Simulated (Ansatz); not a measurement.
## Compressing CuO: a fit and a missing row

CuO, Cccm, a = 4.085 Å, b = 4.101 Å, c = 5.092 Å. This isn't the usual stable structure of the compound. Ansatz: PBEsol, PAW, 420 eV, Γ-centred 14×14×8 mesh on 4 atoms, Gaussian smearing 0.10 eV; no spin polarisation. Shape and atoms are relaxed at each volume; pressure is positive in compression.

```tsv
V (Å³/atom)	P (GPa)
10.023	?
10.343	5.00
10.663	0.00
10.983	-4.31
11.303	-8.00
```

Question: Take V0 = 10.663 Å³/atom, fit the third-order Birch–Murnaghan form to the other rows, and predict the missing pressure.

Answer: With the Eulerian strain f = ½[(V0/V)^(2/3) − 1] and y = P/[3f(1 + 2f)^(5/2)], the form is the line y = B0 + 1.5 B0 (B0′ − 4) f. Rows (f, y): 0.01026, 154.4; -0.00976, 154.6; -0.01906, 154.2. Means f = -0.006187, y = 154.40; Σ(Δf)² = 0.0004490, ΣΔfΔy = 0.001860; the slope is their ratio. y = 154.4 + 4.143 f GPa, so B0 = 154.4 GPa and B0′ = 4 + 2 × (4.143)/(3 × 154.4) = 4.02. At V = 10.023, f = 0.02106, y = 154.49 and P = 10.82 GPa. The run gave 10.73 GPa, so the fit is 0.09 GPa too high, a small miss on the scale of the series. The form still works here, 33 % of the fitted range beyond its end.

Spin polarisation was left out, and a magnetic state may lie lower.